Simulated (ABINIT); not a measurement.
MgO: band structure with PBEsol

Crystal: MgO.

```
CELL_PARAMETERS angstrom
3.30779 0.00000 0.00000
-1.65389 2.86463 0.00000
0.00000 0.00000 4.98288
ATOMIC_POSITIONS crystal
Mg 0.66667 0.33333 0.50216
Mg 0.33333 0.66667 0.00216
O 0.66667 0.33333 0.90244
O 0.33333 0.66667 0.40244
```

Measurements of this composition are mostly on another form, of space group No. 225.

```json
{
 "Program": "ABINIT 10.8.3 (patched build)",
 "Task": "band structure",
 "Functional": "PBEsol",
 "Potentials or basis": "JTH PAW PBE v2.0",
 "Cutoff": "626 eV",
 "k mesh": "9 × 9 × 6",
 "Occupations": "fermi-dirac, width 0.05 eV",
 "Spin": "no spin polarisation",
 "Fine-grid cutoff": "1224.51 eV"
}
```

| Property | Result |
| --- | --- |
| Pressure | 0.5 GPa |
| Largest force | 0.003 eV/Å |
| Band gap on the k mesh | 3.35 eV, direct |
| Band gap along the path | 3.35 eV, direct |
| Valence electrons inside the program's atomic spheres | Mg 8.32; O 4.57 |

Forces on the atoms (eV/Å):
```
Mg   0.000  0.000  0.003
Mg   0.000  0.000  0.003
O    0.000  0.000 -0.003
O    0.000  0.000 -0.003
```

Levels at the corners of the path, in eV from the valence-band top:
```csv
point,band 14,band 15,band 16,band 17,band 18,band 19
Γ,-0.45,-0.45,0.00,3.35,8.41,10.23
M,-1.32,-0.84,-0.52,7.61,7.95,9.10
K,-1.30,-1.22,-1.22,8.12,8.18,10.03
Γ,-0.45,-0.45,0.00,3.35,8.41,10.23
A,-0.62,-0.62,-0.62,5.88,5.88,13.10
L,-0.94,-0.73,-0.73,7.22,7.22,10.69
H,-2.14,-0.39,-0.39,8.31,8.31,9.79
A,-0.62,-0.62,-0.62,5.88,5.88,13.10
```

It took 110 s on 1 thread of Arm Neoverse V1 (shared host), peak memory 0.14 GiB.

Caveat: the PAW data sets were made with another functional, which shifts forces and pressure a little.
